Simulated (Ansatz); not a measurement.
**What moves the field gradients of CO2?**

Cell of run 1: a Materials Project structure (computed, not necessarily an observed phase), taken as it stands.

```cif
data_CO2
_symmetry_space_group_name_H-M 'Cmce'
_symmetry_Int_Tables_number 64
_cell_length_a 5.2718
_cell_length_b 4.7748
_cell_length_c 6.5872
_cell_angle_alpha 90.000
_cell_angle_beta 90.000
_cell_angle_gamma 90.000
loop_
_atom_site_label
_atom_site_type_symbol
_atom_site_symmetry_multiplicity
_atom_site_Wyckoff_symbol
_atom_site_fract_x
_atom_site_fract_y
_atom_site_fract_z
C C 4 a 0.0000 0.0000 0.0000
O O 8 f 0.5000 0.6935 0.8918
```

One atom of each set is listed; the run and its k-mesh use a cell of 6 atoms with edges of 3.56, 3.56, 6.59 Å.

Relaxed positions (PBE, cell held):

C (0.0000, 0.0000, 0.0000)
O (0.5000, 0.6946, 0.8926)

All runs are DFT with Ansatz 0.2.0 (plane waves and PAW, scalar-relativistic unless spin–orbit coupling is named, Γ-centred meshes, Fermi–Dirac smearing where given) in this cell.

Run 1: PBE, atoms as given; 420 eV, 9×9×5 k-points, smearing 0.01 eV.
Run 2: r2SCAN, atoms as given; 500 eV, 9×9×5 k-points, smearing 0.01 eV.
Run 3: PBE, atoms relaxed; 420 eV, 9×9×5 k-points, smearing 0.01 eV.
Run 4: r2SCAN, at the relaxed atoms; 500 eV, 9×9×5 k-points, smearing 0.01 eV.
Run 5: r2SCAN, atoms relaxed; 500 eV, 9×9×5 k-points, smearing 0.01 eV.

```tsv
run	C V_zz (η)	O V_zz (η)
1	-2.93 (0.02)	7.11 (0.03)
2	-3.55 (0.01)	7.67 (0.03)
3	?	?
4	-3.55 (0.01)	7.73 (0.03)
5	-3.58 (0.01)	7.35 (0.03)
```

V_zz in 10²¹ V/m².

(1) Estimate the row of run 3.

## Answers

(1) C: -2.92 (0.02); O: 7.17 (0.03). It lies nearest to run 1, from whose tensors on these sites it differs by 0.10 at most (largest principal value of the difference, on O). Taken one at a time, the functional (r2SCAN with its higher cutoff) moves the tensors on these sites by up to 0.63 (largest principal value of the change, on C), the positions of the atoms (as given or relaxed) by 0.38 (O).

In runs 2, 4 the atoms aren't at the calculated equilibrium (largest force 0.70, 0.83 eV/Å).
